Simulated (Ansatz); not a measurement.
# IrO2, space group P4_2/mnm: a scan of the Hubbard U

Program: the Python package of Ansatz (0.2.0).

Script `plus_u.py`:
```python
"""How the states of IrO2 follow the Hubbard U."""

import ansatz
import numpy as np


def count_gap(report):
    # lowest empty less highest filled band, counting bands; zero where they overlap
    return max(report.get("gap_by_band_count_ev") or 0.0, 0.0)

system = (
    ansatz.Lattice.of((4.5051, 0.0, 0.0), (0.0, 4.5051, 0.0), (0.0, 0.0, 3.1586))
    .atom("Ir", (0.0, 0.0, 0.0))
    .atom("Ir", (0.5, 0.5, 0.5))
    .atom("O", (0.3077, 0.3077, 0.0))
    .atom("O", (0.1923, 0.8077, 0.5))
    .atom("O", (0.6923, 0.6923, 0.0))
    .atom("O", (0.8077, 0.1923, 0.5))
)

calculation = (
    system.calculation()
    .functional("pbesol", dispersion="D3(BJ)")
    .basis(450)  # a bare number is in eV
    .kpoints(length=24)  # sampling of the Brillouin zone
    .occupations("fermi_dirac")
    .band_table()  # levels at the mesh points
)
rows = []
for u in [0.0, 1.5, 3.0, 4.5, 6.0]:
    data = calculation.hubbard("Ir", "d", u_eff=u).run(threads=1, pin="off").report
    shell = data["hubbard"]["n_scf"]
    rows.append((u, count_gap(data), sum(shell) / len(shell), data["n_iterations"]))
lines = [",".join(["U_eff eV", "gap by band count eV", "Ir d occupation (projector)", "iterations"])] + [",".join(f"{v:.4f}" if isinstance(v, float) else str(v) for v in row) for row in rows]
print("\n".join(lines))
with open("plus_u.csv", "w") as handle:
    handle.write("\n".join(lines) + "\n")
```

`python plus_u.py` gives:
```text
U_eff eV,gap by band count eV,Ir d occupation (projector),iterations
0.0000,0.0000,7.0821,8
1.5000,0.0000,7.0964,9
3.0000,0.0000,7.1086,9
4.5000,0.0000,7.1187,9
6.0000,0.0000,7.1266,9
```

Reading the output:
- No spin polarisation was allowed.
- Dispersion corrections can be off by several per cent in the lattices of metals, and by several GPa in the pressure at a fixed cell.
- The mesh is modest for a metal, so energies can be off by several to tens of meV an atom and pressures by half a GPa or more; differences at equal mesh fare better.
- A gap by band count of zero or less means overlapping bands, a metal.
- A Hubbard U without spin forces both spins into the same orbitals, which can open a gap or pick a state that a spin-polarised run wouldn't.
- The structure is a deposited one; some such entries were measured under pressure or heat, so a shift against it needn't be the functional's error alone.
- Gaps and levels are Kohn-Sham values on a finite set of k-points, without spin-orbit coupling.
- Shell occupations and the effect of U depend on the projectors; a run with no .spin step is spin-unpolarised, and each U may end in a state that isn't the lowest.
- It ran for 18 s on 1 thread of Arm Neoverse V2, with other jobs on the host, peak memory 0.43 GiB.

(A comment or docstring line of the script was reworded after the run, the code is as it ran.)
